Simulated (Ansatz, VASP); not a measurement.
**InAs: VASP beside Ansatz**

```xyz
2
Lattice="0.0000 3.0536 3.0536 3.0536 0.0000 3.0536 3.0536 3.0536 0.0000" Properties=species:S:1:pos:R:3 pbc="T T T"
In    4.5803    4.5803    4.5803
As    0.0000    0.0000    0.0000
```

The cell is a database's computed one.

Alike in both runs: task relaxation of cell and atoms; functional PBEsol; k mesh 12 × 12 × 12; occupations gaussian, width 0.1 eV; no spin polarisation.

|  | VASP | Ansatz |
| --- | --- | --- |
| version | VASP 6.6.1 | Ansatz 0.2.0 |
| potentials or method | VASP PAW PBE potentials, release 64 (In_d, As) | scalar-relativistic, plane waves, PAW |
| plane-wave cutoff (eV) | 600 | 420 |
| valence electrons in the cell | 18 | 28 |

|  | VASP | Ansatz | Ansatz less VASP |
| --- | --- | --- | --- |
| gap on the k mesh at the Fermi level, each at its own relaxed structure (eV) | none | none | - |
| relaxed volume (Å³/atom) | 28.25 | 28.19 | -0.054 |
| relaxed cell length with the largest relative difference (Å) | 4.307 | 4.304 | -0.0027 |

A gap of «none» marks a metal or a gap that the smearing closes. The two sets of potentials don't hold the same shells in valence.

Caveats: the PAW data sets were made with another functional, which shifts forces and pressure a little (VASP); this crystal is a semiconductor, whose small gap the functional closes, so the metal is an error of the method.
